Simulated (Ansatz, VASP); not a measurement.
## MoS2: VASP beside Ansatz

Wanted: the spread between two codes on one cell, functional and k mesh. The structure shown is the end of the VASP relaxation below.

Method: plane waves, with VASP 6.6.1 beside it; single point at PBE with D3(BJ) and band structure at PBE with D3(BJ), in Ansatz 0.2.0.

**1. The starting structure**

The cell holds 3 atoms: 2 S and 1 Mo. Its edges and angles: a = 3.169 Å, b = 3.169 Å, c = 18.130 Å, α = 90.0°, β = 90.0°, γ = 120.0°. It derives from MoS2. As first built, before any earlier steps moved the atoms (in the runner's words): kind sheets cut from a layered crystal; sheets 1. Vacuum lies along c.

Structure file:

```cif
data_structure
_symmetry_space_group_name_H-M 'P 1'
_symmetry_Int_Tables_number 1
_cell_length_a 3.1690
_cell_length_b 3.1690
_cell_length_c 18.1303
_cell_angle_alpha 90.000
_cell_angle_beta 90.000
_cell_angle_gamma 120.000
_cell_volume 157.68
loop_
_atom_site_label
_atom_site_type_symbol
_atom_site_fract_x
_atom_site_fract_y
_atom_site_fract_z
_atom_site_occupancy
S1 S 0.66667 0.33333 0.58625 1
S2 S 0.66667 0.33333 0.41375 1
Mo3 Mo 0.33333 0.66667 0.50000 1
```

**2. VASP: relaxation, PBE with D3(BJ)**

This run makes the geometry at which the two programs are then compared.

Lines of VASP's logs that name or quote its potential files are left out, and so is its time.

File INCAR:

```
SYSTEM = MoS2
PREC = Normal
ENCUT = 300
EDIFF = 1E-05
NELM = 120
ISMEAR = 0
SIGMA = 0.05
LREAL = .FALSE.
ALGO = Fast
GGA = PE
IVDW = 12
NBANDS = 15
LASPH = .TRUE.
LORBIT = 11
LWAVE = .FALSE.
LCHARG = .FALSE.
KPAR = 2
IBRION = 2
NSW = 40
ISIF = 2
EDIFFG = -0.03
POTIM = 0.4
MAXMIX = 40
IDIPOL = 3
LDIPOL = .TRUE.
DIPOL = 0.5 0.5 0.5
```

File POSCAR:

```
MoS2
1.0
    3.1690000000      0.0000000000      0.0000000000
   -1.5845000000      2.7444345050      0.0000000000
    0.0000000000      0.0000000000     18.1302960000
S Mo
2 1
Direct
    0.6666666670      0.3333333330      0.5863277690
    0.6666666670      0.3333333330      0.4136722310
    0.3333333330      0.6666666670      0.5000000000
```

File KPOINTS:

```
Automatic mesh
0
Gamma
9 9 1
0 0 0
```

Potentials, in the order of the species: S and Mo (PBE family, release 64).

Launch:

```bash
mpirun -np 2 vasp_std
```

Numbers of over 12 decimals in the logs are rounded to 6 here.

What it wrote:

```text
[banner, memory and clock lines left out]
running    2 mpi-ranks, on    1 nodes
 distrk:  each k-point on    1 cores,    2 groups
 distr:  one band on    1 cores,    1 groups

 POSCAR found type information on POSCAR S Mo
 POSCAR found :  2 types and       3 ions
 LDA part: xc-table for (Slater+PW92), standard interpolation
 POSCAR, INCAR and KPOINTS ok, starting setup
 FFT: planning ... GRIDC
 FFT: planning ... GRID_SOFT
 FFT: planning ... GRID
 WAVECAR not read
 entering main loop
       N       E                     dE             d eps       ncg     rms          rms(c)
DAV:   1     0.101139347100E+03    0.10114E+03   -0.49821E+03   360   0.589E+02
DAV:   2    -0.134781807186E+02   -0.11462E+03   -0.10940E+03   574   0.158E+02
DAV:   3    -0.231814584049E+02   -0.97033E+01   -0.95859E+01   473   0.553E+01
DAV:   4    -0.233522058715E+02   -0.17075E+00   -0.17055E+00   458   0.877E+00
DAV:   5    -0.233571577353E+02   -0.49519E-02   -0.49515E-02   524   0.139E+00    0.263E+01
RMM:   6    -0.221547502430E+02    0.12024E+01   -0.43640E+00   360   0.109E+01    0.901E+00
RMM:   7    -0.219222224576E+02    0.23253E+00   -0.11192E+00   360   0.626E+00    0.730E+00
RMM:   8    -0.217948050071E+02    0.12742E+00   -0.62069E-01   360   0.454E+00    0.140E+00
RMM:   9    -0.217845512187E+02    0.10254E-01   -0.69174E-02   360   0.210E+00    0.497E-01
RMM:  10    -0.217845863013E+02   -0.35083E-04   -0.13556E-02   362   0.731E-01    0.182E-01
RMM:  11    -0.217845238916E+02    0.62410E-04   -0.19749E-03   367   0.320E-01    0.803E-02
RMM:  12    -0.217845588696E+02   -0.34978E-04   -0.88783E-04   369   0.169E-01    0.242E-02
RMM:  13    -0.217846750610E+02   -0.11619E-03   -0.22653E-04   362   0.913E-02    0.326E-02
RMM:  14    -0.217847674676E+02   -0.92407E-04   -0.10899E-04   344   0.540E-02    0.118E-02
RMM:  15    -0.217847993886E+02   -0.31921E-04   -0.34993E-05   285   0.326E-02    0.768E-03
RMM:  16    -0.217848240442E+02   -0.24656E-04   -0.40839E-05   304   0.286E-02    0.544E-03
RMM:  17    -0.217848552733E+02   -0.31229E-04   -0.60761E-06   244   0.162E-02    0.390E-03
RMM:  18    -0.217848926241E+02   -0.37351E-04   -0.54389E-06   243   0.105E-02    0.391E-03
RMM:  19    -0.217848927349E+02   -0.11081E-06   -0.11718E-06   216   0.670E-03
   1 F= -.22735124E+02 E0= -.22735124E+02  d E =-.227351E+02
 curvature:   0.00 expect dE= 0.000E+00 dE for cont linesearch  0.000E+00
 trial: gam= 0.00000 g(F)=  0.112E-03 g(S)=  0.000E+00 ort = 0.000E+00 (trialstep = 0.100E+01)
 search vector abs. value=  0.112E-03
 bond charge predicted
       N       E                     dE             d eps       ncg     rms          rms(c)
DAV:   1    -0.217846533793E+02    0.23924E-03   -0.45341E-03   458   0.365E-01    0.643E-02
RMM:   2    -0.217846574619E+02   -0.40826E-05   -0.17015E-04   360   0.900E-02    0.324E-02
RMM:   3    -0.217846688643E+02   -0.11402E-04   -0.64592E-05   343   0.496E-02    0.120E-02
RMM:   4    -0.217846717608E+02   -0.28965E-05   -0.38895E-05   305   0.326E-02
   2 F= -.22735207E+02 E0= -.22735207E+02  d E =-.829731E-04
 trial-energy change:   -0.000083  1 .order   -0.000057   -0.000112   -0.000001
 step:   1.0112(harm=  1.0112)  dis= 0.00149  next Energy=   -22.735181 (dE=-0.568E-04)
 reached required accuracy - stopping structural energy minimisation
```

From OUTCAR (step 2):

```text
ion  position               nearest neighbor table
   1  0.667  0.333  0.586-   3 2.41   3 2.41   3 2.41
   2  0.667  0.333  0.414-   3 2.41   3 2.41   3 2.41
   3  0.333  0.667  0.500-   1 2.41   2 2.41   1 2.41   2 2.41   1 2.41   2 2.41

  LATTYP: Found a hexagonal cell.
 ALAT       =     3.1690000000
 C/A-ratio  =     5.7211410540

 Subroutine GETGRP returns: Found 12 space group operations
 (whereof 12 operations were pure point group operations)

The static configuration has the point symmetry D_3h.

 Found     12 irreducible k-points:

   k-points           NKPTS =     12   k-points in BZ     NKDIM =     12   number of bands    NBANDS=     15

   dimension x,y,z NGX =    14 NGY =   14 NGZ =   80
   dimension x,y,z NGXF=    28 NGYF=   28 NGZF=  160

   ENCUT  =  300.0 eV  22.05 Ry    4.70 a.u.   4.48  4.48 25.60*2*pi/ulx,y,z

   NELECT =      18.0000    total number of electrons

 k-points in reciprocal lattice and weights: Automatic mesh
   0.00000000  0.00000000  0.00000000       0.012
   0.11111111 -0.00000000  0.00000000       0.074
   0.22222222 -0.00000000  0.00000000       0.074
   0.33333333  0.00000000  0.00000000       0.074
   0.44444444 -0.00000000  0.00000000       0.074
   0.11111111  0.11111111  0.00000000       0.074
   0.22222222  0.11111111  0.00000000       0.148
   0.33333333  0.11111111  0.00000000       0.148
   0.44444444  0.11111111  0.00000000       0.074
   0.22222222  0.22222222  0.00000000       0.074
   0.33333333  0.22222222  0.00000000       0.148
   0.33333333  0.33333333  0.00000000       0.025

 Edisp (eV)   -0.95023

 dipolmoment           0.000000      0.000000     -0.000000 electrons x Angstroem

 average (electrostatic) potential at core
       1 -93.4575       2 -93.4575       3 -45.5770

 E-fermi :  -1.9302

 k-point     1 :       0.0000    0.0000    0.0000
  band No.  band energies     occupation
    ...
      5      -4.7598      2.00000
      6      -3.9468      2.00000
      7      -3.6316      2.00000
      8      -3.6316      2.00000
      9      -2.2168      2.00000
     10       0.6608      0.00000
     11       0.6609      0.00000
     12       0.8864      0.00000
     13       0.8864      0.00000
     14       3.2116      0.00000
    ...

 k-point     2 :       0.1111   -0.0000    0.0000
  band No.  band energies     occupation
    ...
      5      -4.6340      2.00000
      6      -4.5671      2.00000
      7      -3.9116      2.00000
      8      -3.2429      2.00000
      9      -2.3132      2.00000
     10       0.4362      0.00000
     11       0.4602      0.00000
     12       0.6886      0.00000
     13       0.9569      0.00000
     14       3.5025      0.00000
    ...

 k-point     3 :       0.2222   -0.0000    0.0000
  band No.  band energies     occupation
    ...
      5      -5.5164      2.00000
      6      -4.4837      2.00000
      7      -4.0636      2.00000
      8      -3.3856      2.00000
      9      -2.7634      2.00000
     10       0.0121      0.00000
     11       0.3045      0.00000
     12       0.6301      0.00000
     13       1.5209      0.00000
     14       4.1888      0.00000
    ...

 Edisp (eV)   -0.95054

  Total      -0.66520    -0.66520    -0.22518     0.00000     0.00000    -0.00000
  in kB      -6.75897    -6.75897    -2.28801     0.00000     0.00000    -0.00000
  external pressure =       -5.27 kB  Pullay stress =        0.00 kB

  energy-cutoff  :      300.00
  volume of cell :      157.68
      direct lattice vectors                 reciprocal lattice vectors
     3.169000000  0.000000000  0.000000000     0.315556958  0.182186895  0.000000000
    -1.584500000  2.744434505  0.000000000     0.000000000  0.364373789  0.000000000
     0.000000000  0.000000000 18.130296000     0.000000000  0.000000000  0.055156298

 POSITION                                       TOTAL-FORCE (eV/Angst)
 -----------------------------------------------------------------------------------
      1.58450      0.91481     10.62882         0.000000      0.000000     -0.000422
      1.58450      0.91481      7.50147        -0.000000      0.000000      0.000422
     -0.00000      1.82962      9.06515         0.000000     -0.000000      0.000000
 -----------------------------------------------------------------------------------
    total drift:                               -0.000005      0.000003      0.000000

  FREE ENERGIE OF THE ION-ELECTRON SYSTEM (eV)
  ---------------------------------------------------
  free  energy   TOTEN  =       -22.7352071422 eV

  energy  without entropy=      -22.7352071422  energy(sigma->0) =      -22.73520714

 reached required accuracy - stopping structural energy minimisation

 vacuum level on the upper side and lower side of the slab         3.733         3.733

 total charge
# of ion       s       p       d       tot
------------------------------------------
    1        1.364   2.340   0.000   3.704
    2        1.364   2.340   0.000   3.704
    3        0.420   0.608   4.448   5.475
--------------------------------------------------
tot          3.148   5.287   4.448  12.883

[... 3 further parts left out ...]
```

CONTCAR:

```
MoS2
   1.00000000000000
     3.1690000000000000    0.0000000000000000    0.0000000000000000
    -1.5845000000000000    2.7444345050000001    0.0000000000000000
     0.0000000000000000    0.0000000000000000   18.1302960000000013
  S               Mo
     2     1
Direct
     0.6666666670000012    0.3333333329999988    0.5862465663438052
     0.6666666670000012    0.3333333329999988    0.4137534336561947
     0.3333333329999988    0.6666666670000012    0.5000000000000000
```

This run has no spin polarisation, so a moment on Mo, if there is one, isn't seen. The data set Mo keeps the semicore shell frozen, which is cheaper and a little less accurate.

**3. Ansatz: single point, PBE with D3(BJ)**

Ansatz runs on its default PAW (the set named soft_2) files.

The same cell, functional, mesh and smearing now go to Ansatz, which takes its cutoff from its data sets.

File input.yaml:

```yaml
crystal:
  lattice:
    - [3.169, 0.0, 0.0]
    - [-1.5845, 2.74443451, 0.0]
    - [0.0, 0.0, 18.130296]
  atoms:
    - { symbol: S, position: [0.66666667, 0.33333333, 0.58624657] }
    - { symbol: S, position: [0.66666667, 0.33333333, 0.41375343] }
    - { symbol: Mo, position: [0.33333333, 0.66666667, 0.5] }
hamiltonian:
  xc: pbe
  pseudopotentials: { kind: paw }
  dispersion: d3bj
kpoints:
  mp_grid: { grid: [9, 9, 1] }
scf:
  occupations: { method: gaussian, width: 0.05 }
  n_extra_bands: 4
efield:
  axis: 3
  dipole_correction: true
  ramp_width: 0.04
output:
  forces: true
  eigenvalues: true
  write_density: true
  write_potential: true
  elf: true
  volumetric_format: npy
```

Launch:

```bash
ansatz run input.yaml --threads 2 --pin off --max-ram 4608MiB --backend cpu --events-out ev --progress --plain --runs-dir out
```

What it wrote:

```text
scf.n_extra_bands = 4 over 13 filled bands (N_el = 26.0): the run solves 17 bands
Engine: ansatz 0.2.0, aarch64-unknown-linux-gnu
Pseudopotentials: kind: paw
Pseudopotential: S, paw, valence charge 6, recommended cutoff 420 eV (normal), S.paw.azcp
Pseudopotential: Mo, paw, valence charge 14, recommended cutoff 420 eV (normal), Mo.paw.azcp
Functional definition: PBE
  parameter kappa = 0.804
  parameter beta = 0.066725
  exchange = pbe_x(kappa = kappa, mu = beta*pi^2/3)
  correlation = pbe_c(beta = beta)
Crystal: 3 atoms, lattice volume = 157.681 Å³
Basis set: ecut = 420 eV, 3061 PW (Γ), exchange–correlation on 48×48×250 points (8 copies of the dense FFT grid, shifted against one another)
Bands: 17, of which v1, the nominal top of the filled ones, is band 13 counted from 1 (12 counted from 0)
Symmetry: 6 space group operations
k-points: 12 of 81 (time reversal used)
Non-local potential: S, projectors of the file, l = 0: 2, l = 1: 2, l = 2: 2
Non-local potential: Mo, projectors of the file, l = 0: 3, l = 1: 2, l = 2: 2, l = 3: 1
PAW form: soft (Blöchl's): semilocal exchange-correlation on the pseudo side does not see the compensation charge
PAW one-centre angular grid: S, 110 points (default); XC on 64 Gauss nodes
PAW one-centre angular grid: Mo, 590 points (default); XC on 64 Gauss nodes
Initial density: superposition of atomic densities (neutral atoms: chi_scale 0, normalization atom), corrected by the library's trained network
Initial wavefunctions: pseudopotential atomic-orbital guess
Functional: x = pbe(κ = 0.804, μ = 0.219515), c = pbe(β = 0.066725)
SCF iter   1: F=—  HF=-6763.755204 eV  |F-HF|=—  |Δ(HF+E_count)|=         —  Δρ=3.22e-3  dr2=5.57e-3  ethr=1.77e-3  p=0.000 e·Å  D=2.64e-14 V/Å  ΔV_dip=-0.00 eV  dr2_dipole=2.17e-9  V_vac-E_F(+/−)=5.25/5.25 eV  ⟨swp⟩=9.5  Hψ=1441  notcnv=0
efield: sawtooth ramp at fractional position 0.9800 (placed from the atoms, in the widest stretch of the axis that holds none; the zero of the levels goes with the place), width 0.0400; the density the first Hamiltonian is built on has a dipole p = 0.000 e·Å; the dipole correction subtracts the counter field D = 2.64e-14 V/Å, which shifts the + side's vacuum level by -0.00 eV against the − side's; the planar-averaged density in the ramp window peaks in size at 5.4e-5 e/Å³
preconditioner: auto → none  [insulator: Δε(μ)=1.724 eV  Ē_g=8.068 eV  σ=0.050 eV  W_gap=1.00  n_scr=10 (ndim 8)  ℏωp=12.5 eV  f_vac=0.632  D(μ)=0.00/eV (n_scr^D=0)  ε∞_Penn≈3.4]
SCF iter   2: F=—  HF=-6763.762692 eV  |F-HF|=—  |Δ(HF+E_count)|=   7.49e-3  Δρ=2.13e-3  dr2=1.04e-2  ethr=2.14e-5  p=-0.000 e·Å  D=-3.53e-5 V/Å  ΔV_dip=0.00 eV  dr2_dipole=1.99e-7  V_vac-E_F(+/−)=5.07/5.07 eV  ⟨swp⟩=2.2  Hψ=497  notcnv=0
SCF iter   3: F=—  HF=-6763.763863 eV  |F-HF|=—  |Δ(HF+E_count)|=   1.17e-3  Δρ=1.74e-3  dr2=8.90e-3  ethr=2.14e-5  p=0.000 e·Å  D=1.57e-4 V/Å  ΔV_dip=-0.00 eV  dr2_dipole=1.15e-6  V_vac-E_F(+/−)=5.19/5.20 eV  ⟨swp⟩=2.1  Hψ=336  notcnv=0
SCF iter   4: F=—  HF=-6763.763913 eV  |F-HF|=—  |Δ(HF+E_count)|=   4.95e-5  Δρ=6.56e-4  dr2=5.39e-4  ethr=2.14e-5  p=-0.000 e·Å  D=-2.34e-4 V/Å  ΔV_dip=0.00 eV  dr2_dipole=2.77e-6  V_vac-E_F(+/−)=5.11/5.11 eV  ⟨swp⟩=2.1  Hψ=236  notcnv=0
SCF iter   5: F=—  HF=-6763.764219 eV  |F-HF|=—  |Δ(HF+E_count)|=   3.06e-4  Δρ=1.73e-4  dr2=3.14e-4  ethr=2.07e-6  p=0.001 e·Å  D=1.29e-3 V/Å  ΔV_dip=-0.02 eV  dr2_dipole=9.31e-5  V_vac-E_F(+/−)=5.07/5.09 eV  ⟨swp⟩=2.4  Hψ=295  notcnv=0
SCF iter   6: F=—  HF=-6763.764195 eV  |F-HF|=—  |Δ(HF+E_count)|=   2.39e-5  Δρ=4.61e-5  dr2=2.28e-6  ethr=1.21e-6  p=-0.000 e·Å  D=-3.45e-5 V/Å  ΔV_dip=0.00 eV  dr2_dipole=4.48e-8  V_vac-E_F(+/−)=5.08/5.08 eV  ⟨swp⟩=2.0  Hψ=233  notcnv=0
SCF iter   7: F=—  HF=-6763.764051 eV  |F-HF|=—  |Δ(HF+E_count)|=   1.45e-4  Δρ=1.30e-5  dr2=2.13e-7  ethr=8.76e-9  p=0.000 e·Å  D=9.19e-6 V/Å  ΔV_dip=-0.00 eV  dr2_dipole=7.77e-10  V_vac-E_F(+/−)=5.08/5.08 eV  ⟨swp⟩=3.8  Hψ=466  notcnv=0
SCF iter   8: F=-6763.764051 eV  HF=-6763.764051 eV  |F-HF|=1.34e-7  |Δ(HF+E_count)|=   1.89e-7  Δρ=4.61e-6  dr2=1.59e-8  ethr=3.85e-10  p=-0.000 e·Å  D=-2.47e-6 V/Å  ΔV_dip=0.00 eV  dr2_dipole=8.20e-12  V_vac-E_F(+/−)=5.08/5.08 eV  ⟨swp⟩=12.8  Hψ=1792  notcnv=0
SCF 1 converged in 8 iterations: F = -6763.764051 eV  dr2 = 1.59e-8
  greatest PAW one-centre occupation: 0.998 electrons in one spin orbital (limit 2), on the Mo atom at site 2 (counted from 0), in its partial waves of l = 0
WARN: The output density's exchange-correlation potential varies sharply where the density is thin. Do not read a vacuum level from v_tot or v_xc, or from such a field of the output density. On a cell that repeats whose density bears no net charge and no dipole along the vacuum's axis use v_es (v_loc + v_h of the components); under efield.dipole_correction with no amplitude use v_es + v_field, which holds any externa [...]
SCF converged after 8 iterations
Free energy (F): -6763.764051 eV
Harris-Foulkes:  -6763.764051 eV  (|F-HF|=1.34e-7)
Internal energy: -6763.764051 eV  (E = F + TS)
E sigma→0 (E₀):  -6763.764051 eV
Fermi energy:    0.410917 eV
Dipole field:    D = -0.000007 V/Å  (p = -0.000006 e·Å, saw-weighted, corrected)
Work function:   Φ+ = 5.0802 eV   Φ− = 5.0801 eV
Levels:          The Fermi level and band energies are counted from a zero that moves with the ramp; work functions are not
--- Per-component energies (eV) ---
  E_band       = -433.250763
  E_kinetic    = 655.661803
  E_local      = -14014.408806  (includes V_loc(G=0)·N_el)
  E_nonlocal   = 199.105831
  E_hartree    = 6642.221492
  E_xc         = -378.319996
  E_vxc        = -404.728080  (∫ρ·V_xc dr)
  E_paw        = -4401.517169  (= ΣΔE_a)
  E_vpaw       = -153.324535  (= ΣTr[D̂ρ^β])
  E_aug_tail   = 0.000042  (compensation charges beyond the density's cutoff)
  E_efield     = 0.000000  (sawtooth field / dipole correction)
  E_vefield    = 0.000000  (∫n·V_field dr)
  E_ewald      = 4534.443382
  E_disp       = -0.950630  (pairwise vdW)
  E_smearing   = -0.000000  (= −TS)
  E_closure    = 0.000000  (closes the sum)
  Σ components = -6763.764051   (vs F -6763.764051, Δ=0.00e0)
--- Forces (eV/Å), atoms counted from 1 ---
  atom   1  S      0.00000000    -0.00000000    -0.02348093
  atom   2  S      0.00000000    -0.00000000     0.02347584
  atom   3  Mo     0.00000000    -0.00000000     0.00001947
  max |Σ_I F_I| component: 1.44e-5 eV/Å
--- Band table (eV; the first three rows and the last of 12) ---
  k-point 0: bands = [... 9 lower, -2.2461, -1.9230, -1.9230, -0.4760, 2.3576, 2.3576, 2.6032, 2.6032]
  k-point 1: bands = [... 9 lower, -2.8483, -2.2030, -1.5326, -0.5723, 2.1532, 2.1671, 2.4045, 2.6625]
  k-point 2: bands = [... 9 lower, -2.7728, -2.3500, -1.6691, -1.0279, 1.7343, 2.0247, 2.3478, 3.2461]
  k-point 11: bands = [... 9 lower, -3.9900, -3.3297, -2.6080, -0.4510, 1.2729, 2.6148, 3.1375, 4.4891]
```

The job ended after 4 s (2 threads of Arm Neoverse N1, shared host; peak memory 0.35 GiB; 7.2 s of CPU time).

In the SCF lines HF is the Harris–Foulkes energy and dr2 the Hartree energy of the density residual, in eV; the loop may stop once dr2 is under the threshold and the program's other checks hold. Hψ counts applications of the Hamiltonian.

**4. Side by side**

Known differences besides the potentials themselves: the data sets hold 26 valence electrons in Ansatz (default PAW (the set named soft_2) files) and 18 in VASP; the cutoff is 420 eV in Ansatz and 300 eV in VASP (PREC = Normal). Total energies have different zeros and are not compared.

Both answers:

```
              quantity  Ansatz   VASP  difference
gap on the k mesh (eV)   1.724  1.719      +0.005
```

At this near-relaxed geometry the largest component of a force difference is 23 meV/Å. A gap on the mesh is an upper bound, since the band edges may lie between its points.

(Continued in part 2 of 2.)

[Lines on the potential files, build, host, timing and source positions are cut from VASP's logs without a mark.]

[Logs are printed without paths, hosts, clocks, repeated set-up lines and the standing remarks that a program may print on its own settings, such as how far it seeks lower states.]

[Hosts, paths, dates, database ids (printed as entryN), source tags and the programs' standing remarks are cut or masked in the printed files.]
